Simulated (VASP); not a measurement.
Set up this calculation in VASP 6.6.1, as the native input.

* Task: single point
* Functional: PBE
* Dispersion: D3(BJ)
* Potentials or basis: VASP PAW PBE potentials, release 64 (B, N)
* Cutoff: 520 eV
* k mesh: 9 × 9 × 1
* Occupations: gaussian, width 0.1 eV
* Spin: no spin polarisation
* Dipole correction: yes
* Further INCAR settings: ALGO = Normal; EDIFF = 1e-06; NBANDS = 11

The structure of BN lies in POSCAR:

```
BN
1.0
    2.5061232815      0.0000000000      0.0000000000
   -1.2530616407      2.1703664268      0.0000000000
    0.0000000000      0.0000000000     26.0000000000
B N
1 1
Direct
    0.0000000000      0.0000000000      0.5000000000
    0.6666666667      0.3333333333      0.5000000000
```

One way to write it, as run:

INCAR

```
PREC = Accurate ; ENCUT = 520
EDIFF = 1E-6 ; ISMEAR = 0
SIGMA = 0.1 ; LREAL = False
LASPH = True ; NELM = 100
ALGO = Normal ; ISIF = 2
LWAVE = False ; LCHARG = True
LDIPOL = True ; IDIPOL = 3
DIPOL = 0.5 0.5 0.500 ; GGA = PE
IVDW = 12 ; LELF = True
LVHAR = True ; LVACPOTAV = True
NBANDS = 11
```

KPOINTS

```
regular mesh
0
Gamma
  9 9 1
```

Potentials or basis: VASP PAW PBE potentials, release 64 (B, N).

Run with:

```sh
$ cat potpaw_PBE.64/B/POTCAR potpaw_PBE.64/N/POTCAR > POTCAR
$ mpirun -np 1 vasp_std > vasp.out
```

Results of the run:

```json
{"Band gap on the k mesh": "4.68 eV, direct", "Dispersion energy per atom": "-0.077 eV", "Ionisation potential of the upper face": "5.81 eV"}
```

Run time: 24 s on 1 thread of Intel(R) Xeon(R) Platinum 8559C (Emerald Rapids), on a shared host, peak memory 0.25 GiB.
